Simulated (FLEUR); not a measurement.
**C under changes of volume**

One of the cells (5.672 Å³/atom); the others are scaled copies at fixed shape and fractional positions:

```
CELL_PARAMETERS angstrom
2.52210 0.00000 0.00000
-1.26105 2.18420 0.00000
0.00000 0.00000 12.35570
ATOMIC_POSITIONS crystal
C 0.66667 0.33333 0.35417
C 0.33333 0.66667 0.85417
C 0.66667 0.33333 0.14583
C 0.33333 0.66667 0.64583
C 0.66667 0.33333 0.47917
C 0.33333 0.66667 0.97917
C 0.66667 0.33333 0.02083
C 0.33333 0.66667 0.52083
C 0.00000 0.00000 0.81250
C 0.00000 0.00000 0.31250
C 0.00000 0.00000 0.68750
C 0.00000 0.00000 0.18750
```

This is a hexagonal form of diamond, not graphite.

* Program: FLEUR MaX-R8.1 (later development tree)
* Functional: RPBE
* Potentials or basis: all-electron
* Basis: FLAPW
* Kmax: 5.5 1/bohr
* k mesh: 12 × 12 × 3
* Occupations: fermi-dirac, width 0.05 eV
* Spin: no spin polarisation

```tsv
volume (Å³/atom)	energy over the lowest point (meV/atom)	gap on the mesh (eV)
5.332	48.89	4.66
5.445	25.15	4.60
5.672	0.00	4.50
5.899	0.39	4.40
6.012	?	?
```

Problem. What does the run at 6.012 Å³/atom give?

Solution. Energy over the lowest point 8.80 meV/atom; gap on the mesh 4.36 eV.

Worked out: A Birch-Murnaghan fit of order 2 (a polynomial in V^(-2/3)) to the other rows has its minimum at 5.78 Å³/atom with B0 = V·E''(V) = 417 GPa at fixed shape and positions, which overstates the stiffness. It gives 8.66 meV/atom at 6.012 Å³/atom, against the run's 8.80. A straight line through the other rows of the gap, of slope -2.55 eV per unit of ln V, extrapolates to 4.35 eV, against the run's 4.36.

Energies are extrapolated to zero smearing.

Caveats: an odd mesh through Γ misses points on the zone boundary, where band edges often lie.
